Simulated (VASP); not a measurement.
AlN:

```xyz
4
Lattice="3.1130 0.0000 0.0000 -1.5565 2.6959 0.0000 0.0000 0.0000 4.9810" Properties=species:S:1:pos:R:3 pbc="T T T"
Al    1.5565    0.8986    2.4905
Al    0.0000    1.7973    0.0000
N     1.5565    0.8986    4.3833
N     0.0000    1.7973    1.8928
```

| Property | Result |
| --- | --- |
| Program | VASP 6.6.1 |
| Task | relaxation of cell and atoms |
| Functional | RPBE |
| Potentials or basis | VASP PAW PBE potentials, release 64 (Al, N) |
| Cutoff | 600 eV |
| k mesh | 7 × 7 × 5 |
| Occupations | fermi-dirac, width 0.05 eV |
| Spin | no spin polarisation |

At the start: pressure 6.6 GPa; volume 10.45 Å³/atom.

Q: How do energy, volume and symmetry change on relaxing?

A: Over 3 steps the energy falls by 7.3 meV/atom and the volume is 10.80 Å³/atom (+3.4 %); space group P6_3mc (No. 186, to 0.05 Å).

The path:
```
step  energy change (eV)  largest force (eV/Å)  pressure (GPa)  volume (Å³)
   1              0.0000                0.1367            6.62        41.80
   2             -0.0080                0.0915           -5.08        44.47
   3             -0.0293                0.0003           -0.01        43.21
```

Final structure:
```yaml
crystal:
  lattice:
    - [3.14486, 0.00000, 0.00000]
    - [-1.57243, 2.72353, 0.00000]
    - [0.00000, 0.00000, 5.04469]
  atoms:
    - { symbol: Al, position: [0.66667, 0.33333, 0.49928] }
    - { symbol: Al, position: [0.33333, 0.66667, 0.99928] }
    - { symbol: N, position: [0.66667, 0.33333, 0.88072] }
    - { symbol: N, position: [0.33333, 0.66667, 0.38072] }
```

Caveat: the PAW data sets were made with another functional, which shifts forces and pressure a little.
